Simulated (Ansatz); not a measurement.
# Structure optimisation: lanthanum, fcc

Computed with DFT, BLYP, plane waves (420 eV) with PAW, scalar-relativistic in Ansatz. The PAW files were generated under PBE, with cores re-solved for the functional.

k-point mesh 10×10×10, Fermi-Dirac smearing 0.1 eV, no spin polarisation. Cell and atoms relax.

Starting structure:

```yaml
crystal:
  lattice:
    - [0.0, 2.6546496237, 2.6546496237]
    - [2.6546496237, 0.0, 2.6546496237]
    - [2.6546496237, 2.6546496237, 0.0]
  atoms:
    - { symbol: La, position: [0.0, 0.0, 0.0] }
hamiltonian:
  xc: blyp
  pseudopotentials:
    kind: paw
    azcp:
      La: "pseudopotentials/La.paw.azcp"
basis:
  ecutwfc: 420
  fft_grid_basis: typed
kpoints:
  mp_grid: { grid: [10, 10, 10], shift: [0, 0, 0] }
magnetization:
  spin_polarized: false
scf:
  occupations: { method: fermi_dirac, width: 0.1 }
relax:
  max_steps: 60
  f_tol: 0.01
  cell: {}
```

What cell does the relaxation end in?

Fm-3m with a = 5.430 Å; 40.03 Å³ per atom against 37.42 at the start (7.0 %).

How much energy does the relaxation gain?

15.3 meV per atom.

Path of the relaxation (the plane waves are chosen anew near the end, which can shift the energy a little):

| step | E − E(final) (meV/atom) | V (Å³/atom) | P (GPa) | max force (eV/Å) |
| --- | --- | --- | --- | --- |
| 0 | 15.30 | 37.416 | 1.91 | 0.000 |
| 1 | 1.70 | 39.191 | 0.59 | 0.000 |
| 2 | 0.13 | 40.034 | 0.03 | 0.000 |
| 3 | 0.00 | 40.034 | 0.04 | 0.000 |
